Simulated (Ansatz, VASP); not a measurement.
One calculation of As, two programs

```xyz
2
Lattice="4.5664 0.0000 0.0000 -2.2832 3.9546 0.0000 0.0000 0.0000 2.8337" Properties=species:S:1:pos:R:3 pbc="T T T"
As    0.0000    2.6364    0.0000
As    2.2832    1.3182    0.0000
```

The cell was built by a generator and needn't be a form met in nature.

Alike in both runs: functional PBE; k mesh 7 × 7 × 9; occupations fermi-dirac, width 0.05 eV; no spin polarisation.

|  | VASP | Ansatz |
| --- | --- | --- |
| version | VASP 6.6.1 | Ansatz 0.2.0 |
| potentials or method | VASP PAW PBE potentials, release 64 (As), cutoff 520 eV | all-electron PAW datasets made for the crystal |
| task | single point | density of states |

```tsv
	VASP	Ansatz	Ansatz less VASP
gap on the k mesh at the Fermi level (eV)	none	none	-
pressure (GPa)	0.0	-0.1	-0.11
largest component of the traceless stress (GPa)	1.86	1.90	+0.037
```

A gap of «none» marks a metal or a gap that the smearing closes. Ansatz ran all-electron here, so the differences hold the error of VASP's frozen core and of both bases.

Caveats: the program warned that the printed levels may be off, so bands, gaps and densities of states are rough (Ansatz); the density of states is complete only up to the lowest level of the last band computed (Ansatz).
